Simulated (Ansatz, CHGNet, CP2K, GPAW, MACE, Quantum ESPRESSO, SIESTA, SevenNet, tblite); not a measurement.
# Forces in ScB2(011) slab (81 atoms), program by program

Aim: forces of ScB2(011) slab (81 atoms) at one geometry, from other programs and methods, against plane-wave PBE.

Results are calculated, not measured.

## (1) The structure

The cell holds 81 atoms (27 Sc and 54 B), with edges of 9.45, 14.17 and 19.03 Å. Recipe: P6/mmm (COD entry) ScB2 (cell 3.15, 3.15, 3.52, 90, 90, 120), (011) slab of 3 repeat layers, 3 x 3 surface cells, 14 Å of vacuum; atoms within 1.94 Å of the bottom held; every coordinate displaced by a Gaussian of 0.09 Å. Then every atom was moved at random, 0.05 Å r.m.s. a Cartesian component.

## (2) The reference input

Quantum ESPRESSO 7.5: Kohn-Sham DFT, PBE, SSSP efficiency 1.3.0 pseudopotentials, plane waves. Its input, pw.in:

```
&control
  calculation = 'scf'
  pseudo_dir = './pseudo'
  outdir = './tmp'
  disk_io = 'none'
  tprnfor = .true.
/
&system
  ibrav = 0
  nat = 81
  ntyp = 2
  ecutwfc = 60
  ecutrho = 480
  nosym = .true.
  occupations = 'smearing'
  smearing = 'fd'
  degauss = 0.003675
/
&electrons
  conv_thr = 4.0e-07
  electron_maxstep = 100
  mixing_beta = 0.2
  mixing_mode = 'local-TF'
  diagonalization = 'david'
/
ATOMIC_SPECIES
Sc 44.956 Sc.upf
B 10.810 B.upf
CELL_PARAMETERS angstrom
9.45000 0.00000 0.00000
4.72500 13.36003 0.00000
0.00000 0.00000 19.03125
ATOMIC_POSITIONS crystal
Sc 0.97911 0.33541 0.38429
B 0.91489 0.16950 0.40660
B 0.08147 0.13603 0.36871
Sc 0.09520 0.12749 0.50046
[... 75 atom lines left out ...]
B 0.76165 0.76162 0.64135
B 0.64895 0.72361 0.59622
K_POINTS gamma
```

```console
$ OMP_NUM_THREADS=1 mpirun -np 4 pw.x -in pw.in > output.txt
```

Wall time 6.4 min (4 MPI ranks of Arm Neoverse V2, shared host); peak memory 6.5 GiB; 26 min of CPU time.

It converged with an r.m.s. force component of 1.5 eV/Å.

## (3) The other programs

- CHGNet: machine-learned potential, published weights.
- CP2K 2026.2: Gaussian basis with GTH pseudopotentials and a plane-wave density; labels give functional, basis (MOLOPT sets; SR short-range, UZH the newer set with its own potentials), grid cutoff/relative cutoff and solver (OT: orbital transformation; TRS4, TC2, SIGN: linear-scaling purification with its sparsity filter), or its built-in tight binding.
- GPAW 26.7.0: PAW with atomic orbitals (LCAO), plane waves or a real-space grid of spacing h.
- MACE: machine-learned potential, published weights.
- SIESTA 5.4.2: numerical atomic orbitals, whose automatically made sets are far from complete, with PseudoDojo norm-conserving potentials that we converted to its format (checked against plane waves on the same files for H, C, O, Si, Ge and Ca alone); labels give functional, basis size, energy shift and mesh cutoff.
- SevenNet: machine-learned potential, published weights.
- tblite 0.8.0: extended tight binding, driven from Python.

All use the same cell and atoms, and the electronic-structure runs the same k-mesh.

## (4) Side by side

Differences are against the reference: forces as r.m.s. over components, share as that over the reference's r.m.s. force, slope as the fitted ratio of a run's forces to the reference's.

```csv
run,"Δ force, r.m.s. (meV/Å)",share (%),slope,cores,CPU time,memory (GiB)
reference,-,-,-,4,26 min,6.5
CHGNet r2SCAN potential,451,30.9,0.867,1,3.9 s,1.3
"CP2K PBE+D3(BJ), DZVP-MOLOPT-SR, 800/50 Ry, diagonalisation",43.4,2.98,1.002,4,21 min,11
"CP2K PBE, DZVP-MOLOPT-SR, 280/50 Ry, diagonalisation (coarse)",27.1,1.86,1.003,2,12 min,2.1
"CP2K PBE, DZVP-MOLOPT-SR, 800/50 Ry, diagonalisation",18.0,1.23,1.003,4,21 min,11
"GPAW PBE, LCAO sz(dzp), h 0.2 Å (coarse)",251,17.2,1.087,1,3.6 min,1.5
"GPAW PBE, plane waves 550 eV",17.1,1.17,1.002,4,34 min,3.2
MACE MP-0b2 small potential,398,27.3,0.976,1,5.4 s,0.67
"SIESTA PBE, DZ, shift 0.01 Ry, mesh 500 Ry (coarse)",209,14.4,1.058,1,6.1 min,1.7
"SIESTA PBE, DZP, shift 0.01 Ry, mesh 500 Ry",170,11.7,1.030,2,18 min,3.0
"SIESTA PBE, DZP, shift 0.01 Ry, mesh 700 Ry",170,11.7,1.030,2,30 min,4.9
"SIESTA PBE, TZP, shift 0.01 Ry, mesh 500 Ry",157,10.8,1.019,4,24 min,3.8
"SIESTA RPBE, PBE potentials, DZP, shift 0.01 Ry, mesh 500 Ry",164,11.3,1.034,2,17 min,3.0
SevenNet l3i5 potential,319,21.9,0.983,1,8.8 s,1.4
tblite IPEA1-xTB,1265,86.8,1.171,1,3.8 s,0.15
```

Rows marked coarse were listed beforehand as settings not expected to be converged; some can still land near the reference.

Times of the machine-learned potentials are mostly Python's start and the loading of weights.

Runs without a result: CP2K GFN1-xTB, diagonalisation (not converged); tblite GFN2-xTB (not converged); GPAW PBE, LCAO dzp, h 0.2 Å (cut off at its time limit); CP2K PBE, SZV-MOLOPT-SR, 800/50 Ry, diagonalisation (cut off at its time limit); GPAW LDA, LCAO dzp, h 0.2 Å (cut off at its time limit); GPAW PBE, LCAO szp(dzp), h 0.2 Å (cut off at its time limit).

CPU time is summed over cores on shared hosts, so it is rough.

## (5) What came out

Forces lie from 1.2 % (GPAW PBE, plane waves 550 eV) to 87 % (tblite IPEA1-xTB) of the reference's r.m.s. force of 1.5 eV/Å away from it. Other PBE runs on plane waves or a grid: GPAW PBE, plane waves 550 eV 1.2 % of the r.m.s. force; the reference has errors of its own, so differences under a few per cent don't tell which side is nearer the exact PBE result. The PBE runs in local orbitals, coarse settings apart, differ by 1.2 % (CP2K PBE, DZVP-MOLOPT-SR, 800/50 Ry, diagonalisation) to 12 % (SIESTA PBE, DZP, shift 0.01 Ry, mesh 700 Ry); basis, grid and potentials can all enter. Tight binding differs by 87 % (tblite IPEA1-xTB); it is another model, with fitted parameters of its own, and the xTB methods hold dispersion.

Machine-learned potentials differ by 22 % (SevenNet l3i5 potential) to 31 % (CHGNet r2SCAN potential); they were trained on other programs' data, some at another functional. Rows with another functional or a dispersion term differ by 3.0 % (CP2K PBE+D3(BJ), DZVP-MOLOPT-SR, 800/50 Ry, diagonalisation) to 11 % (SIESTA RPBE, PBE potentials, DZP, shift 0.01 Ry, mesh 500 Ry), which mixes the change of model with differences of basis and potentials, some of them made for another functional. IPEA1-xTB was fitted to ionisation energies and electron affinities, not to forces or charges. Runs with settings chosen to be coarse differ by 1.9 % (CP2K PBE, DZVP-MOLOPT-SR, 280/50 Ry, diagonalisation) to 17 % (GPAW PBE, LCAO sz(dzp), h 0.2 Å), their programs' other errors included. From CP2K PBE, DZVP-MOLOPT-SR, 280/50 Ry, diagonalisation to the finer CP2K PBE, DZVP-MOLOPT-SR, 800/50 Ry, diagonalisation the share falls from 1.9 to 1.2 %. From SIESTA PBE, DZP, shift 0.01 Ry, mesh 500 Ry to the finer SIESTA PBE, DZP, shift 0.01 Ry, mesh 700 Ry the share goes from 11.7 to 11.7 %, so the grid isn't what parts these runs from the reference.

Caveats: Periodic xTB results under one method name differ between programs and library versions. The electron count is odd in these runs, and they have no spin polarisation, so the unpaired electron is spread evenly over both spins. Machine-learned potentials mimic data converged in k, so the reference's own k-point error enters their differences. The published positions, changed by the recipe (random displacements or longer bonds to H), lie far from the minimum at this level of theory. The electron count is odd and the run has no spin polarisation, so levels at the top are partly filled by construction. The electronic-structure runs sample only Γ, in a cell whose shortest periodic width is 9 Å, which is coarse for a cell with partly filled levels. The slab repeats along its normal with no dipole correction. Where levels are smeared, the DFT runs use Fermi–Dirac occupations at 580 K (0.05 eV), and energies are free energies. The atoms were displaced at random, and shares hang on the size of the forces that this gives. The reference's cutoffs and mesh weren't converged further here.

[Logs are printed without paths, hosts, clocks, repeated set-up lines and the standing remarks that a program may print on its own settings, such as how far it seeks lower states.]

[Hosts, paths, dates, database ids (printed as entryN), source tags and the programs' standing remarks are cut or masked in the printed files.]

[Cells were taken only where this reference lay near another plane-wave run.]
